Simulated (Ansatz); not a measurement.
## A convergence test on AlN (P6_3mc): k mesh of the density

How far can the k mesh of the density be lowered for the gap of AlN (P6_3mc)?

Method: DFT, PBE, plane waves, PAW, in Ansatz 0.2.0.

The database entry behind the starting cell differs from later determinations by our own check (inner coordinate u about 0.002 short), so it need not match the best structure at ambient conditions.

## Step 1: The structure

Symmetry: P6_3mc, No. 186, hexagonal system. Conventional cell: a = 3.113 Å, b = 3.113 Å, c = 4.981 Å, α = 90.00°, β = 90.00°, γ = 120.00°. Nearest to Al lie 4 N at 1.89 Å. Nearest to N lie 4 Al at 1.89 Å. Farther neighbours and most contacts between anions are not listed.

The cell and positions come from the Crystallography Open Database and are kept as given unless a step says otherwise. The default PAW set here is soft_2. Its files were made with PBE.

## Step 2: k mesh of the density: 3×3×2

input.yaml

```yaml
crystal:
  lattice:
    - [3.113, 0.0, 0.0]
    - [-1.5565, 2.695937082, 0.0]
    - [0.0, 0.0, 4.981]
  atoms:
    - { symbol: Al, position: [0.3333333333, 0.6666666667, 0.0] }
    - { symbol: Al, position: [0.6666666667, 0.3333333333, 0.5] }
    - { symbol: "N", position: [0.3333333333, 0.6666666667, 0.38] }
    - { symbol: "N", position: [0.6666666667, 0.3333333333, 0.88] }
kpoints:
  mp_grid: { grid: [3, 3, 2] }
  band_path:
    path:
      - [0.0, 0.0, 0.0]
      - [0.5, 0.0, 0.0]
      - [0.33333333, 0.33333333, 0.0]
      - [0.0, 0.0, 0.5]
      - [0.5, 0.0, 0.5]
      - [0.33333333, 0.33333333, 0.5]
    npoints: 1
hamiltonian:
  xc: pbe
scf:
  occupations: { method: fixed }
  n_extra_bands: 5
output:
  eigenvalues: true
```

Started as:

```sh
$ ansatz run input.yaml --threads 2 --pin off --max-ram 92160MiB --backend cuda --events-out ev --progress --plain --runs-dir out --devices 1 --max-vram 13GiB  # rebuilt from the run's record
```

Numbers of over 12 decimals in the logs are rounded to 6 here.

What it wrote:

```text
scf.n_extra_bands = 5 over 8 filled bands (N_el = 16.0): the run solves 13 bands
GPUs: using 1 of 1 available (devices: 1).
Engine: ansatz 0.2.0, x86_64-unknown-linux-gnu
Pseudopotentials: kind: paw
Pseudopotential: Al, paw, valence charge 3, recommended cutoff 420 eV (normal), Al.paw.azcp
Pseudopotential: N, paw, valence charge 5, recommended cutoff 420 eV (normal), N.paw.azcp
Functional definition: PBE
  parameter kappa = 0.804
  parameter beta = 0.066725
  exchange = pbe_x(kappa = kappa, mu = beta*pi^2/3)
  correlation = pbe_c(beta = beta)
device memory: the entry about to start is reckoned to put 1.0 GiB on a device that reports 55.9 GiB free (of which the cap on the GPU budget leaves the run 13.0 GiB)
GPU FFT provider: cuFFT
GPU libraries: cuBLAS 13.8.2, cuFFT 12.4.0, cuSOLVER 12.3.4
Crystal: 4 atoms, lattice volume = 41.803 Å³
Basis set: ecut = 420 eV, 809 PW (Γ)
Bands: 13, of which v1, the nominal top of the filled ones, is band 8 counted from 1 (7 counted from 0)
Symmetry: 12 space group operations
Space group: P63mc (ITA 186), of the structure as read, at distance tolerance 3.5e-5 Å
k-points: 6 of 18
Non-local potential: Al, projectors of the file, l = 0: 2, l = 1: 2, l = 2: 1
Non-local potential: N, projectors of the file, l = 0: 2, l = 1: 2, l = 2: 1
PAW form: soft (Blöchl's): semilocal exchange-correlation on the pseudo side does not see the compensation charge
PAW one-centre angular grid: Al, 110 points (default); XC on 64 Gauss nodes
PAW one-centre angular grid: N, 110 points (default); XC on 64 Gauss nodes
Initial density: superposition of atomic densities (neutral atoms: chi_scale 0, normalization atom), corrected by the library's trained network
Initial wavefunctions: pseudopotential atomic-orbital guess
GPU buffer pool allocated for 20736 grid points (all kernels)
GPU transforms: local potential and band sums: pruned to the plane-wave sphere, on 24×24×36
Functional: x = pbe(κ = 0.804, μ = 0.219515), c = pbe(β = 0.066725)
SCF iter   1: F=—  HF=-1848.314359 eV  |F-HF|=—  |Δ(HF+E_count)|=         —  Δρ=3.61e-3  dr2=4.83e-3  ethr=1.77e-3  ⟨swp⟩=5.0  Hψ=408  notcnv=0  defer=15
preconditioner: auto → none  [insulator: Δε(μ)=4.209 eV  Ē_g=13.823 eV  n_scr=2 (ndim 8)  ℏωp=23.0 eV  f_vac=0.000  ε∞_Penn≈3.8]
SCF iter   2: F=—  HF=-1848.313676 eV  |F-HF|=—  |Δ(HF+E_count)|=   6.83e-4  Δρ=1.81e-3  dr2=7.39e-4  ethr=3.02e-5  ⟨swp⟩=2.3  Hψ=180  notcnv=0  defer=18
SCF iter   3: F=—  HF=-1848.313568 eV  |F-HF|=—  |Δ(HF+E_count)|=   1.08e-4  Δρ=7.31e-4  dr2=8.84e-5  ethr=4.62e-6  ⟨swp⟩=2.3  Hψ=120  notcnv=0  defer=18
SCF iter   4: F=—  HF=-1848.313616 eV  |F-HF|=—  |Δ(HF+E_count)|=   4.84e-5  Δρ=4.97e-5  dr2=4.72e-7  ethr=5.52e-7  ⟨swp⟩=2.3  Hψ=111  notcnv=0  defer=7
iter 5 did not close the SCF: its close was put off for the readings that it lacked (scf_convergence_deferred on its scf_iter line)
SCF iter   5: F=-1848.313617 eV  HF=-1848.313617 eV  |F-HF|=1.61e-8  |Δ(HF+E_count)|=   6.32e-7  Δρ=7.30e-6  dr2=8.93e-9  ethr=2.95e-9  ⟨swp⟩=2.8  Hψ=126  notcnv=0  defer=7
SCF iter   6: F=-1848.313617 eV  HF=-1848.313617 eV  |F-HF|=3.05e-11  |Δ(HF+E_count)|=   1.72e-8  Δρ=4.78e-7  dr2=7.48e-11  ethr=5.58e-11  ⟨swp⟩=6.3  Hψ=490  notcnv=0
SCF 1 converged in 6 iterations: F = -1848.313617 eV  dr2 = 7.48e-11
[...]
device memory: the entry about to start is reckoned to put 0.5 GiB on a device that reports 55.9 GiB free (of which the cap on the GPU budget leaves the run 13.0 GiB)
NSCF: frozen V_eff on 6 k-points
SCF converged after 6 iterations
Free energy (F): -1848.313617 eV
Harris-Foulkes:  -1848.313617 eV  (|F-HF|=3.05e-11)
Internal energy: -1848.313617 eV  (E = F + TS)
E sigma→0 (E₀):  -1848.313617 eV
Fermi energy:    7.175000 eV
--- Per-component energies (eV) ---
  E_band       = 31.299781
  E_kinetic    = 319.776523
  E_local      = -449.302003  (includes V_loc(G=0)·N_el)
  E_nonlocal   = 110.587185
  E_hartree    = 156.450285
  E_xc         = -203.771754
  E_vxc        = -216.060197  (∫ρ·V_xc dr)
  E_paw        = -1190.390778  (= ΣΔE_a)
  E_vpaw       = -46.602387  (= ΣTr[D̂ρ^β])
  E_aug_tail   = 0.000195  (compensation charges beyond the density's cutoff)
  E_ewald      = -591.663270
  E_smearing   = -0.000000  (= −TS)
  E_closure    = 0.000000  (closes the sum)
  Σ components = -1848.313617   (vs F -1848.313617, Δ=0.00e0)
--- Band table (eV; the first three rows and the last of 6) ---
  k-point 0: bands = [... 4 lower, 6.3452, 6.9986, 6.9986, 7.1750, 11.3695, 13.8104, 17.7753, 18.3020, ... 1 higher]
  k-point 1: bands = [... 4 lower, 6.6621, 6.6621, 6.6621, 6.6621, 13.6234, 13.6234, 17.4935, 17.4935, ... 1 higher]
  k-point 2: bands = [... 4 lower, 3.8768, 5.3589, 6.3053, 6.6600, 13.3994, 13.8543, 15.1200, 17.4918, ... 1 higher]
  k-point 5: bands = [... 4 lower, 3.3373, 3.3373, 6.3938, 6.3938, 14.5817, 14.5817, 15.0032, 15.0032, ... 1 higher]
```

Elapsed: 3.1 s, on 1 × NVIDIA H100 80GB HBM3 (shared by 6 runs) with 2 threads of AMD EPYC 7R13 (Zen 3), shared host; peak memory 0.87 GiB; 2.1 s of CPU time.

Reading the cycles: dr2 is the Hartree energy of the density residual (eV), the measure of convergence; HF is the Harris–Foulkes estimate of the energy, which meets the free energy F at convergence.

Numbers from this step:

- gap: 4.195 eV
- valence top at: Γ
- conduction bottom at: Γ
- least direct gap: 4.195 eV

The gap is direct, at Γ.

## Step 3: k mesh of the density: 6×6×2

Changes to input.yaml since step 2:

```diff
@@ -11,3 +11,3 @@
 kpoints:
-  mp_grid: { grid: [3, 3, 2] }
+  mp_grid: { grid: [6, 6, 2] }
   band_path:
```

What it wrote:

```text
[...]
GPUs: using 1 of 1 available (devices: 1).
[...]
GPU FFT provider: cuFFT
GPU libraries: cuBLAS 13.8.2, cuFFT 12.4.0, cuSOLVER 12.3.4
Crystal: 4 atoms, lattice volume = 41.803 Å³
Basis set: ecut = 420 eV, 809 PW (Γ)
Bands: 13, of which v1, the nominal top of the filled ones, is band 8 counted from 1 (7 counted from 0)
[... 1 set-up line as in the run before ...]
[...]
k-points: 14 of 72
[...]
--- Band table (eV; the first three rows and the last of 14) ---
  k-point 0: bands = [... 4 lower, 6.2912, 6.9406, 6.9406, 7.1199, 11.3328, 13.7887, 17.7306, 18.2934, ... 1 higher]
  k-point 1: bands = [... 4 lower, 6.6062, 6.6062, 6.6062, 6.6062, 13.5861, 13.5861, 17.4714, 17.4714, ... 1 higher]
  k-point 2: bands = [... 4 lower, 5.6524, 5.9000, 6.8619, 6.9494, 12.6159, 14.8484, 16.3056, 16.9152, ... 1 higher]
  k-point 13: bands = [... 4 lower, 3.3013, 3.3013, 6.3421, 6.3421, 14.5526, 14.5526, 14.9886, 14.9886, ... 1 higher]
[key lines of the parts left out:]
SCF converged after 6 iterations
Free energy (F): -1848.496489 eV
Fermi energy:    7.119914 eV
```

It took 4 s on 1 × NVIDIA H100 80GB HBM3 (shared by 6 runs) with 2 threads; peak memory 0.86 GiB; 2.3 s of CPU time.

Numbers from this step:

| Item | Value |
| --- | --- |
| gap | 4.213 eV |
| valence top at | Γ |
| conduction bottom at | Γ |
| least direct gap | 4.213 eV |

The gap is 4.213 eV, +0.018 eV from the run before at this level.

## Step 4: k mesh of the density: 12×12×6 (the default)

input.yaml, the sections that differ from step 3:

```yaml
kpoints:
  mp_grid: { grid: [12, 12, 6] }
  band_path:
    path:
      - [[0.0, 0.0, 0.0], [0.5, 0.0, 0.0], [0.33333333, 0.33333333, 0.0], [0.0, 0.0, 0.0], [0.0, 0.0, 0.5], [0.5, 0.0, 0.5], [0.33333333, 0.33333333, 0.5], [0.0, 0.0, 0.5]]
      - [[0.5, 0.0, 0.5], [0.5, 0.0, 0.0]]
      - [[0.33333333, 0.33333333, 0.5], [0.33333333, 0.33333333, 0.0]]
    npoints: 10
scf:
  occupations: { method: fermi_dirac, width: 0.02 }
  n_extra_bands: 5
output:
  eigenvalues: true
  write_density: true
  write_potential: true
  elf: true
  volumetric_format: npy
# crystal, hamiltonian: as in step 3
```

What it wrote:

```text
[...]
GPUs: using 1 of 1 available (devices: 1).
[...]
GPU FFT provider: cuFFT
GPU libraries: cuBLAS 13.8.2, cuFFT 12.4.0, cuSOLVER 12.3.4
Crystal: 4 atoms, lattice volume = 41.803 Å³
Basis set: ecut = 420 eV, 809 PW (Γ)
Bands: 13, of which v1, the nominal top of the filled ones, is band 8 counted from 1 (7 counted from 0)
[... 1 set-up line as in the run before ...]
[...]
--- Band table (eV; the first three rows and the last of 76) ---
  k-point 0: bands = [... 4 lower, 6.2905, 6.9399, 6.9399, 7.1194, 11.3323, 13.7884, 17.7301, 18.2932, ... 1 higher]
  k-point 1: bands = [... 4 lower, 6.3319, 6.5209, 6.8938, 6.8938, 11.8238, 13.8548, 17.5576, 18.2601, ... 1 higher]
  k-point 2: bands = [... 4 lower, 6.4457, 6.4457, 6.7701, 6.7701, 12.7746, 13.9123, 17.2871, 18.3045, ... 1 higher]
  k-point 75: bands = [... 4 lower, 3.3008, 3.3008, 6.3416, 6.3416, 14.5522, 14.5522, 14.9884, 14.9884, ... 1 higher]
[key lines of the parts left out:]
SCF converged after 6 iterations
Free energy (F): -1848.497948 eV
Fermi energy:    9.232518 eV
```

Wall time 2.8 s (1 × NVIDIA H100 80GB HBM3 (shared by 6 runs) with 2 threads); peak memory 0.89 GiB.

This step gave:

```yaml
gap: 4.213 eV
valence_top_at: Γ
conduction_bottom_at: Γ
least_direct_gap: 4.213 eV
```

The gap is 4.213 eV, as in the run before at this level.

## Step 5: k mesh of the density: 12×12×8

input.yaml, the sections that differ from step 4:

```yaml
kpoints:
  mp_grid: { grid: [12, 12, 8] }
  band_path:
    path:
      - [0.0, 0.0, 0.0]
      - [0.5, 0.0, 0.0]
      - [0.33333333, 0.33333333, 0.0]
      - [0.0, 0.0, 0.5]
      - [0.5, 0.0, 0.5]
      - [0.33333333, 0.33333333, 0.5]
    npoints: 1
scf:
  occupations: { method: fixed }
  n_extra_bands: 5
output:
  eigenvalues: true
# crystal, hamiltonian: as in step 4
```

What it wrote:

```text
[...]
GPUs: using 1 of 1 available (devices: 1).
[...]
GPU FFT provider: cuFFT
GPU libraries: cuBLAS 13.8.2, cuFFT 12.4.0, cuSOLVER 12.3.4
Crystal: 4 atoms, lattice volume = 41.803 Å³
Basis set: ecut = 420 eV, 809 PW (Γ)
Bands: 13, of which v1, the nominal top of the filled ones, is band 8 counted from 1 (7 counted from 0)
[... 1 set-up line as in the run before ...]
[...]
--- Band table (eV; the first three rows and the last of 95) ---
  k-point 0: bands = [... 4 lower, 6.2905, 6.9399, 6.9399, 7.1194, 11.3323, 13.7884, 17.7301, 18.2932, ... 1 higher]
  k-point 1: bands = [... 4 lower, 6.3141, 6.7652, 6.9135, 6.9135, 11.6264, 13.8285, 17.6277, 18.2701, ... 1 higher]
  k-point 2: bands = [... 4 lower, 6.3809, 6.3809, 6.8399, 6.8399, 12.2875, 13.9054, 17.4017, 18.2602, ... 1 higher]
  k-point 94: bands = [... 4 lower, 3.3008, 3.3008, 6.3416, 6.3416, 14.5522, 14.5522, 14.9884, 14.9884, ... 1 higher]
[key lines of the parts left out:]
SCF converged after 6 iterations
Free energy (F): -1848.497983 eV
Fermi energy:    7.119448 eV
```

Elapsed: 4.2 s, on 1 × NVIDIA H100 80GB HBM3 (shared by 6 runs) with 2 threads; peak memory 0.86 GiB.

This step gave:

```yaml
gap: 4.213 eV
valence_top_at: Γ
conduction_bottom_at: Γ
least_direct_gap: 4.213 eV
```

The gap is 4.213 eV, as in the run before at this level.

## Step 6: The series

Differences are against the last row; a negative gap means that bands overlap, and a run with a band path holds that path's time. Times are wall times on 1 × NVIDIA H100 80GB HBM3 (shared by 6 runs) with 2 threads of AMD EPYC 7R13 (Zen 3), shared host, good to a factor of about two.

```tsv
k mesh of the density	gap (eV)	direct gap (eV)	gap error (eV)	energy error (meV/atom)	irreducible k	time
3×3×2	4.195	4.195	−0.018	+46.1	6	3.1 s
6×6×2	4.213	4.213	+0.000	+0.4	14	4 s
12×12×6	4.213	4.213	+0.000	+0.0	76	2.8 s
12×12×8	4.213	4.213	+0.000	+0.0	95	4.2 s
```

## Step 7: Summary of results

| Item | Value |
| --- | --- |
| 3×3×2 | 4.195 eV |
| 6×6×2 | 4.213 eV |
| 12×12×6 | 4.213 eV |
| 12×12×8 | 4.213 eV |

In words: The gap holds to 0.02 eV from 3×3×2 on, the cheapest setting tried. At 3×3×2 the gap is off by −0.018 eV and the energy by +46 meV/atom. The gap is read over the mesh and added points near the edges, so meshes differ mainly through the density and, for a hybrid, the exchange operator.

[Paths, hosts, dates, memory and timing lines, banners, echoed tables and standing remarks are left out of the program output.]

[Logs are printed without paths, hosts, clocks, repeated set-up lines and the standing remarks that a program may print on its own settings, such as how far it seeks lower states.]

[Runs of the session that timed out or met a known fault of the program may be left out.]

[Cells called generated may have been cut or substituted from an entry of the Crystallography Open Database or the Materials Project.]

[Hosts, paths, dates, database ids (printed as entryN), source tags and the programs' standing remarks are cut or masked in the printed files.]
